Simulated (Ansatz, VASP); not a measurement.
# Cross-check of ZnSe between VASP and Ansatz, part 2 of 2

One calculation is typed for both programs; each brings its own data sets. How far apart do they land? The structure shown is the end of the Ansatz relaxation below.

VASP 6.6.1 and Ansatz 0.2.0.

So far. Step 3 (VASP: single point, PBEsol, pair 1): The run ends at a pressure of 0.26 GPa.

### 6. VASP: single point, PBEsol, pair 2

Level of this step: PBEsol; plane waves and PAW (Se, Zn) (VASP).

The same cell, functional, mesh and smearing now go to VASP, with its own data sets.

File INCAR:

```
SYSTEM = ZnSe
PREC = Accurate
ENCUT = 500
EDIFF = 1E-06
NELM = 120
ISMEAR = -1
SIGMA = 0.02
LREAL = .FALSE.
ALGO = Normal
GGA = PS
NBANDS = 24
LORBIT = 11
LWAVE = .FALSE.
LCHARG = .FALSE.
ISIF = 2
LASPH = .TRUE.
GGA_COMPAT = .FALSE.
EFERMI = MIDGAP
KPAR = 2
```

File POSCAR:

```
ZnSe
1.0
    3.8638359200      0.0000000000      0.0000000000
    0.0000000000      3.8638359200      0.0000000000
    0.0000000000      0.0000000000      5.8301136609
Se Zn
2 2
Direct
    0.5000000000      0.0000000000      0.7500000000
    0.0000000000      0.5000000000      0.2500000000
    0.0000000000      0.0000000000      0.0000000000
    0.5000000000      0.5000000000      0.5000000000
```

File KPOINTS:

```
Automatic mesh
0
Gamma
7 7 5
0 0 0
```

Potentials, in the order of the species: Se and Zn (PBE family, release 64).

The run is started by

```bash
> mpirun -np 2 vasp_std
```

Numbers of over 12 decimals in the logs are rounded to 6 here.

The log of the run:

```text
[banner, memory and clock lines left out]
running    2 mpi-ranks, on    1 nodes
[...]
[... a notice as in an earlier step ...]

 LDA part: xc-table for (Slater+PW92), standard interpolation
 POSCAR, INCAR and KPOINTS ok, starting setup
[...]
entering main loop
       N       E                     dE             d eps       ncg     rms          rms(c)
DAV:   1     0.226070337146E+03    0.22607E+03   -0.17034E+04  1440   0.171E+03
DAV:   2     0.548999095441E+01   -0.22058E+03   -0.21269E+03  1512   0.351E+02
DAV:   3    -0.137976335020E+02   -0.19288E+02   -0.19203E+02  1816   0.105E+02
DAV:   4    -0.141163987912E+02   -0.31877E+00   -0.31862E+00  1592   0.142E+01
[...]
DAV:  11    -0.134990607043E+02   -0.60026E-04   -0.16607E-04  1680   0.109E-01    0.125E-02
DAV:  12    -0.134990588263E+02    0.18780E-05   -0.45554E-05  2008   0.125E-01    0.388E-03
DAV:  13    -0.134990593941E+02   -0.56775E-06   -0.54566E-06  1624   0.280E-02
   1 F= -.13499059E+02 E0= -.13499059E+02  d E =-.598735E-15
```

OUTCAR, selected parts (step 6):

```text
  Total        1.5818309      1.5818309      0.1655499      0.0000000      0.0000000      0.0000000
  in kB       29.1176458     29.1176458      3.0473692      0.0000000      0.0000000      0.0000000
  external PRESSURE =      20.4275536 kB  Pullay stress =       0.0000000 kB

 POSITION                                       TOTAL-FORCE (eV/Angst)
 -----------------------------------------------------------------------------------
      1.93192      0.00000      4.37259         0.000000      0.000000     -0.000000
      0.00000      1.93192      1.45753         0.000000      0.000000      0.000000
      0.00000      0.00000      0.00000        -0.000000     -0.000000      0.000000
      1.93192      1.93192      2.91506         0.000000      0.000000     -0.000000
 -----------------------------------------------------------------------------------
    total drift:                                0.000000      0.000000      0.000000

  FREE ENERGIE OF THE ION-ELECTRON SYSTEM (eV)
  ---------------------------------------------------
  free  energy   TOTEN  =       -13.4990593941 eV

  energy  without entropy=      -13.4990593941  energy(sigma->0) =      -13.49905939

[... 1 part as in an earlier step ...]

[... 2 further parts left out ...]
[key lines of the parts left out:]
E-fermi :   2.5916
```

The run ends at a pressure of 2.04 GPa.

### 7. Comparison

What differs besides the data sets and the points named for the pairs above, as far as they apply: the data sets hold 56 valence electrons in Ansatz (on its PAW soft_1 files) and 36 in VASP. Total energies have different zeros and are not compared.

Compared:

| quantity | Ansatz | VASP | difference |
| --- | --- | --- | --- |
| pressure (GPa) | 1.76 | 2.04 | -0.28 |
| gap on the k mesh (eV) | 1.233 | 1.241 | -0.008 |

A gap on the mesh is an upper bound, since the band edges may lie between its points.

### 8. Ansatz: relaxation, PBEsol

This run makes the geometry at which the two programs are then compared. The cell compared in this pair holds 87.86 Å³, against 87.04 Å³ for the pair before.

The structure compared here is the end of the Ansatz relaxation.

File input.yaml:

```yaml
crystal:
  lattice:
    - [3.90366928, 0.0, 0.0]
    - [0.0, 3.90366928, 0.0]
    - [0.0, 0.0, 5.700887456]
  atoms:
    - { symbol: Se, position: [0.5, 0.0, 0.75] }
    - { symbol: Se, position: [0.0, 0.5, 0.25] }
    - { symbol: Zn, position: [0.0, 0.0, 0.0] }
    - { symbol: Zn, position: [0.5, 0.5, 0.5] }
kpoints:
  mp_grid: { grid: [7, 7, 5] }
scf:
  occupations: { method: fermi_dirac, width: 0.02 }
hamiltonian:
  xc: pbesol
  pseudopotentials: { kind: paw, azcp: { folder: soft_1 }, xc_functional: pbe }
basis:
  ecutwfc: 600
output:
  forces: true
  stress: true
relax:
  f_tol: 0.005
  max_steps: 70
  cell: { stress_tol: 0.02, p_target: 0, fix: [a, b, alpha, beta, gamma] }
```

The run is started by

```bash
> ansatz run input.yaml --threads 8 --pin off --max-ram 18432MiB --backend cpu --events-out ev --progress --plain --runs-dir out
```

The log of the run:

```text
[...]
Crystal: 4 atoms, lattice volume = 86.874 Å³
Basis set: ecut = 600 eV, 2895 PW (Γ), exchange–correlation on 64×64×96 points (8 copies of the dense FFT grid, shifted against one another)
Bands: 34, of which v1, the nominal top of the filled ones, is band 28 counted from 1 (27 counted from 0)
Symmetry: 16 space group operations
[...]
k-points: 30 of 245 (time reversal used)
[...]
P = ⅓ Tr σ = 1.1390 GPa (11.390 kbar)
--- Relaxed structure (3 steps of the walk, 3 accepted, 1 SCFs on fresh bases) ---
[...]
cell:  # Å, volume = 87.8567 Å³
    - [3.90366928, 0, 0]
    - [0, 3.90366928, 0]
    - [0, 0, 5.765394]
  atoms:
    - { symbol: Se, position: [0.500000, 0, 0.750000] }
    - { symbol: Se, position: [0, 0.500000, 0.25] }
    - { symbol: Zn, position: [0, 0, 0] }
    - { symbol: Zn, position: [0.500000, 0.500000, 0.5] }
[key lines of the parts left out:]
SCF converged after 6 iterations
Free energy (F): -17412.917061 eV
Fermi energy:    7.579811 eV
```

### 9. VASP: single point, PBEsol, pair 3

The same cell, functional, mesh and smearing now go to VASP, with its own data sets.

INCAR is that of step 6.

File POSCAR:

```
ZnSe
1.0
    3.9036692800      0.0000000000      0.0000000000
    0.0000000000      3.9036692800      0.0000000000
    0.0000000000      0.0000000000      5.7653937798
Se Zn
2 2
Direct
    0.5000000000      0.0000000000      0.7500000000
    0.0000000000      0.5000000000      0.2500000000
    0.0000000000      0.0000000000      0.0000000000
    0.5000000000      0.5000000000      0.5000000000
```

KPOINTS is that of step 6.

The run is started by

```bash
> mpirun -np 2 vasp_std
```

The log of the run:

```text
[... set-up lines as in an earlier step ...]
 entering main loop
       N       E                     dE             d eps       ncg     rms          rms(c)
DAV:   1     0.218547154553E+03    0.21855E+03   -0.16848E+04  1440   0.167E+03
DAV:   2     0.357990977359E+01   -0.21497E+03   -0.20804E+03  1552   0.337E+02
DAV:   3    -0.138662680620E+02   -0.17446E+02   -0.17354E+02  1728   0.996E+01
DAV:   4    -0.141376544544E+02   -0.27139E+00   -0.27128E+00  1632   0.130E+01
[...]
DAV:  11    -0.135246957530E+02   -0.61706E-04   -0.16740E-04  1752   0.109E-01    0.124E-02
DAV:  12    -0.135246936049E+02    0.21481E-05   -0.48658E-05  2008   0.129E-01    0.401E-03
DAV:  13    -0.135246941142E+02   -0.50928E-06   -0.58487E-06  1656   0.312E-02
   1 F= -.13524694E+02 E0= -.13524694E+02  d E =-.513695E-15
```

OUTCAR, selected parts (step 9):

```text
  Total        1.0865897      1.0865897      0.1548875      0.0000000      0.0000000      0.0000000
  in kB       19.8153238     19.8153238      2.8245676      0.0000000      0.0000000      0.0000000
  external PRESSURE =      14.1517384 kB  Pullay stress =       0.0000000 kB

 POSITION                                       TOTAL-FORCE (eV/Angst)
 -----------------------------------------------------------------------------------
      1.95183      0.00000      4.32405         0.000000     -0.000000     -0.000000
      0.00000      1.95183      1.44135         0.000000     -0.000000     -0.000000
      0.00000      0.00000      0.00000         0.000000      0.000000     -0.000000
      1.95183      1.95183      2.88270        -0.000000     -0.000000      0.000000
 -----------------------------------------------------------------------------------
    total drift:                                0.000000      0.000000      0.000000

  FREE ENERGIE OF THE ION-ELECTRON SYSTEM (eV)
  ---------------------------------------------------
  free  energy   TOTEN  =       -13.5246941142 eV

  energy  without entropy=      -13.5246941142  energy(sigma->0) =      -13.52469411

[... 1 part as in an earlier step ...]

[... 2 further parts left out ...]
[key lines of the parts left out:]
E-fermi :   2.4790
```

The run ends at a pressure of 1.42 GPa.

### 10. Differences

What differs besides the data sets and the points named for the pairs above, as far as they apply: the data sets hold 56 valence electrons in Ansatz (on its PAW soft_1 files) and 36 in VASP. Total energies have different zeros and are not compared.

Compared:

| quantity | Ansatz | VASP | difference |
| --- | --- | --- | --- |
| pressure (GPa) | 1.14 | 1.42 | -0.28 |
| gap on the k mesh (eV) | 1.238 | 1.246 | -0.008 |

A gap on the mesh is an upper bound, since the band edges may lie between its points.

### 11. What came out

```json
{
  "difference in gap on the k mesh (single point, PBEsol, pair 1)": "-0.0065 eV",
  "difference in gap on the k mesh (single point, PBEsol, pair 2)": "-0.0079 eV",
  "difference in gap on the k mesh (single point, PBEsol, pair 3)": "-0.0075 eV"
}
```

In words: The difference in gap on the k mesh is -0.0079 eV (single point, PBEsol, pair 2), within the 0.08 eV picked in this series as the mark of a large difference. The data sets hold unlike numbers of valence electrons (56 in Ansatz and 36 in VASP), so part of the differences comes from the potentials. 4 further runs of this series are not shown here. Such differences can come from data sets, numerical settings and the points named under the comparisons, not from the functional's error against experiment.

[Lines on the potential files, build, host, timing and source positions are cut from VASP's logs without a mark.]

[Logs are printed without paths, hosts, clocks, repeated set-up lines and the standing remarks that a program may print on its own settings, such as how far it seeks lower states.]

[Hosts, paths, dates, database ids (printed as entryN), source tags and the programs' standing remarks are cut or masked in the printed files.]
